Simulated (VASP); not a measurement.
# B3N2 (Pm-3m) in VASP: a series of runs, part 2 of 2

VASP 6.6.1. Earlier steps stand in the parts before.

## 4. Single point, PBE (random cell by space group and Wyckoff sites (Pm-3m, No. 221))

Input file INCAR:

```
SYSTEM = B3N2
ALGO = Normal ; EDIFF = 1E-6
ENCUT = 520 ; GGA = PE
ISIF = 2 ; ISMEAR = 0
LASPH = .TRUE. ; LCHARG = .FALSE.
LREAL = .FALSE. ; LWAVE = .FALSE.
NBANDS = 18 ; NELM = 100
PREC = Accurate ; SIGMA = 0.1
```

Input file KPOINTS:

```
k-points
0
G
  6 6 6
  0 0 0
```

Input file POSCAR:

```
B3N2
1.0
    3.7060998300      0.0000000000      0.0000000000
    0.0000000000      3.7060998300      0.0000000000
    0.0000000000      0.0000000000      3.7060998300
B N
3 2
Direct
    0.0000000000      0.5000000000      0.5000000000
    0.5000000000      0.0000000000      0.5000000000
    0.5000000000      0.5000000000      0.0000000000
    0.0000000000      0.0000000000      0.0000000000
    0.5000000000      0.5000000000      0.5000000000
```

Potentials or basis: VASP PAW PBE potentials, release 64 (B, N).

Command:

```console
cat potpaw_PBE.64/B/POTCAR potpaw_PBE.64/N/POTCAR > POTCAR
mpirun -np 1 vasp_std > vasp.out
```

OUTCAR:

```text
SYSTEM = B3N2
   EDIFF = 1E-6
   ENCUT = 520
   GGA = PE
   ISIF = 2
   ISMEAR = 0
   LASPH = .TRUE.
   LREAL = .FALSE.
   NELM = 100
   PREC = Accurate

 ion  position               nearest neighbor table
   1  0.000  0.500  0.500-   5 1.85   5 1.85
   2  0.500  0.000  0.500-   5 1.85   5 1.85
   3  0.500  0.500  0.000-   5 1.85   5 1.85
   4  0.000  0.000  0.000-
   5  0.500  0.500  0.500-   1 1.85   2 1.85   3 1.85   3 1.85   2 1.85   1 1.85

  LATTYP: Found a simple cubic cell.
 ALAT       =     3.7060998300

  Lattice vectors:

 A1 = (   3.7060998300,   0.0000000000,   0.0000000000)
 A2 = (   0.0000000000,   3.7060998300,   0.0000000000)
 A3 = (   0.0000000000,   0.0000000000,   3.7060998300)

Analysis of symmetry for initial positions (statically):
=====================================================================
 Subroutine PRICEL returns:
 Original cell was already a primitive cell.

 Routine SETGRP: Setting up the symmetry group for a
 simple cubic supercell.

 Subroutine GETGRP returns: Found 48 space group operations
 (whereof 48 operations were pure point group operations)
 out of a pool of 48 trial point group operations.

The static configuration has the point symmetry O_h .

Analysis of symmetry for dynamics (positions and initial velocities):
=====================================================================
 Subroutine PRICEL returns:
 Original cell was already a primitive cell.

 Routine SETGRP: Setting up the symmetry group for a
 simple cubic supercell.

 Subroutine GETGRP returns: Found 48 space group operations
 (whereof 48 operations were pure point group operations)
 out of a pool of 48 trial point group operations.

The dynamic configuration has the point symmetry O_h .

 Subroutine INISYM returns: Found 48 space group operations
 (whereof 48 operations are pure point group operations),
 and found     1 'primitive' translations

----------------------------------------------------------------------------------------

                                     Primitive cell

  volume of cell :      50.9039

  direct lattice vectors                    reciprocal lattice vectors
     3.706099830  0.000000000  0.000000000     0.269825435  0.000000000  0.000000000
     0.000000000  3.706099830  0.000000000     0.000000000  0.269825435  0.000000000
     0.000000000  0.000000000  3.706099830     0.000000000  0.000000000  0.269825435

  length of vectors
     3.706099830  3.706099830  3.706099830     0.269825435  0.269825435  0.269825435

  position of ions in fractional coordinates (direct lattice)
     0.000000000  0.500000000  0.500000000
     0.500000000  0.000000000  0.500000000
     0.500000000  0.500000000  0.000000000
     0.000000000  0.000000000  0.000000000
     0.500000000  0.500000000  0.500000000

  ion indices of the primitive-cell ions
   primitive index   ion index
                 1           1
                 2           2
                 3           3
                 4           4
                 5           5
[... 21 lines left out ...]

 Subroutine IBZKPT returns following result:
 ===========================================

 Found     20 irreducible k-points:

 Following reciprocal coordinates:
            Coordinates               Weight
  0.000000  0.000000  0.000000      1.000000
  0.166667  0.000000  0.000000      6.000000
  0.333333  0.000000  0.000000      6.000000
  0.500000  0.000000  0.000000      3.000000
  0.166667  0.166667  0.000000     12.000000
  0.333333  0.166667  0.000000     24.000000
[... 12 lines left out ...]
  0.500000  0.500000  0.333333      6.000000
  0.500000  0.500000  0.500000      1.000000
   k-points           NKPTS =     20   k-points in BZ     NKDIM =     20   number of bands    NBANDS=     18
   number of dos      NEDOS =    301   number of ions     NIONS =      5
   total plane-waves  NPLWV =  21952
   dimension x,y,z NGX =    28 NGY =   28 NGZ =   28
   dimension x,y,z NGXF=    56 NGYF=   56 NGZF=   56
   ions per type =               3   2
   NGX,Y,Z   is equivalent  to a cutoff of  12.56, 12.56, 12.56 a.u.
   NGXF,Y,Z  is equivalent  to a cutoff of  25.12, 25.12, 25.12 a.u.
 SYSTEM =  B3N2
   PREC   = accura    normal or accurate (medium, high low for compatibility)
   ISTART =      0    job   : 0-new  1-cont  2-samecut
   ICHARG =      2    charge: 1-file 2-atom 10-const
   ISPIN  =      1    spin polarized calculation?
   LNONCOLLINEAR =      F non collinear calculations
   LSORBIT =      F    spin-orbit coupling
   LASPH  =      T    aspherical Exc in radial PAW
   ENCUT  =  520.0 eV  38.22 Ry    6.18 a.u.   6.89  6.89  6.89*2*pi/ulx,y,z
   NELM   =    100;   NELMIN=  2; NELMDL= -5     # of ELM steps
   EDIFF  = 0.1E-05   stopping-criterion for ELM
   LREAL  =      F    real-space projection
   EDIFFG = 0.1E-04   stopping-criterion for IOM
   NSW    =      0    number of steps for IOM
   IBRION =     -1    ionic relax: 0-MD 1-quasi-New 2-CG
   NFREE  =      0    steps in history (QN), initial steepest desc. (CG)
   ISIF   =      2    stress and relaxation
   ISYM   =      2    0-nonsym 1-usesym 2-fastsym
   POTIM  = 0.5000    time-step for ionic-motion
   TEBEG  =    0.0;   TEEND  =   0.0 temperature during run
   PSTRESS=    0.0 pullay stress
   NELECT =      19.0000    total number of electrons
   NUPDOWN=      -1.0000    fix difference up-down
   EMIN   =  10.00;   EMAX   =-10.00  energy-range for DOS
   EFERMI =   0.00;   METHOD = LEGACY
   ISMEAR =     0;   SIGMA  =   0.10  broadening in eV -4-tet -1-fermi 0-gaus
   EFERMI_NEDOS =   21; number of points for ismear=-14 and -15
   IALGO  =     38    algorithm
   IMIX   =      4    mixing-type and parameters
     AMIX     =   0.40;   BMIX     =  1.00
     AMIX_MAG =   1.60;   BMIX_MAG =  1.00
  volume/ion in A,a.u.               =      10.18        68.70
  Fermi-wavevector in a.u.,A,eV,Ry     =   1.178715  2.227449 18.903523  1.389370
  Thomas-Fermi vector in A             =   2.315039
   LORBIT       =      0    0 simple, 1 ext, 2 COOP (PROOUT), +10 PAW based schemes
   GGA     = PE    functional components
   LHFCALC =     F    Hartree Fock is set to
   AEXX    =    0.0000 exact exchange contribution
   IVDW    =     0    specifies the selected vdW correction
   LEPSILON=     F    determine dielectric tensor
   LRPA    =     F    only Hartree local field effects (RPA)
 non-spin polarized calculation
 Gauss-broadening in eV      SIGMA  =   0.10
  energy-cutoff  :      520.00
  volume of cell :       50.90
 maximum number of plane-waves:      1406
 NGX is ok and might be reduce to    28
   NGX = 13   NGY = 13   NGZ = 13

 number of electron      18.9999998 magnetization

 Free energy of the ion-electron system (eV)
  ---------------------------------------------------
  ext. energy  EPLUGINS =         0.00000000
  ---------------------------------------------------
  free energy    TOTEN  =       -23.14558378 eV

  energy without entropy =      -23.11445591  energy(sigma->0) =      -23.13001984

 E-fermi :   4.0474     XC(G=0): -10.7473

 val. band max:        4.0334331440   @ k =   0.3333   0.1667   0.0000
 cond. band min:       4.0611137334   @ k =   0.1667   0.1667   0.1667
 fundamental gap:      0.0276805894
 Fermi energy:         4.0474499207

 k-point     1 :       0.0000    0.0000    0.0000
  band No.  band energies     occupation
      1     -14.0440      2.00000
      2      -8.8221      2.00000
      3      -3.7863      2.00000
      4      -3.7863      2.00000
      5      -3.7863      2.00000
      6       1.0170      2.00000
[... 397 lines left out ...]
      5      -4.7680      2.00000
      6      -0.9068      2.00000
[... 10 lines left out ...]
     17       9.7150      0.00000
     18      10.2704      0.00000

------------------------ aborting loop because EDIFF is reached ----------------------------------------

  FORCE on cell =-STRESS in cart. coord.  units (eV):
  Direction    XX          YY          ZZ          XY          YZ          ZX
  --------------------------------------------------------------------------------------
  -------------------------------------------------------------------------------------
  Total       -9.1625570     -9.1625570     -9.1625570     -0.0000000     -0.0000000      0.0000000
  in kB     -288.3871676   -288.3871676   -288.3871676     -0.0000000     -0.0000000      0.0000000
  external PRESSURE =    -288.3871676 kB  Pullay stress =       0.0000000 kB

 VOLUME and BASIS-vectors are now :
 -----------------------------------------------------------------------------
  energy-cutoff  :      520.00
  volume of cell :       50.90
      direct lattice vectors                 reciprocal lattice vectors
     3.706099830  0.000000000  0.000000000     0.269825435  0.000000000  0.000000000
     0.000000000  3.706099830  0.000000000     0.000000000  0.269825435  0.000000000
     0.000000000  0.000000000  3.706099830     0.000000000  0.000000000  0.269825435

 POSITION                                       TOTAL-FORCE (eV/Angst)
 -----------------------------------------------------------------------------------
      0.00000      1.85305      1.85305         0.000000      0.000000      0.000000
      1.85305      0.00000      1.85305         0.000000      0.000000      0.000000
      1.85305      1.85305      0.00000         0.000000      0.000000      0.000000
      0.00000      0.00000      0.00000         0.000000      0.000000      0.000000
      1.85305      1.85305      1.85305         0.000000      0.000000      0.000000
 -----------------------------------------------------------------------------------
    total drift:                                0.000000      0.000000      0.000000

  FREE ENERGIE OF THE ION-ELECTRON SYSTEM (eV)
  ---------------------------------------------------
  free  energy   TOTEN  =       -23.1455837807 eV

  energy  without entropy=      -23.1144559063  energy(sigma->0) =      -23.13001984
```

It took 14 s on 1 thread of Intel Xeon Platinum 8559C (Emerald Rapids), shared host; peak memory 0.15 GiB.

Results:

| Property | Result |
| --- | --- |
| Free energy | -23.1456 eV |
| Pressure | -28.8 GPa |
| Band gap on the k mesh | none (metal or under the smearing width) |

Caveat: a pressure of tens of GPa on the cell as given is suspect, and the run, the potentials or the cell itself is likely at fault.

## 5. Summary

| task | cell | k mesh | cutoff (eV) | gap on the mesh (eV) | pressure (GPa) |
| --- | --- | --- | --- | --- | --- |
| single point | random cell by space group and Wyckoff sites (Pm-3m, No. 221) | 12 × 12 × 12 | 520 | none | -0.2 |
| relaxation of cell and atoms | relaxed from: random cell by space group and Wyckoff sites (Pm-3m, No. 221) | 12 × 12 × 12 | 600 | none | 0.0 |
| single point | random cell by space group and Wyckoff sites (Pm-3m, No. 221) | 6 × 6 × 6 | 520 | none | -28.8 |

Alike in all rows: level PBE; potentials or basis VASP PAW PBE potentials, release 64 (B, N); no spin polarisation; smearing gaussian 0.1 eV.

Caveats: a pressure of tens of GPa on the cell as given is suspect, and the run, the potentials or the cell itself is likely at fault (some runs).

Absolute energies hang on the potentials; compare differences alone.
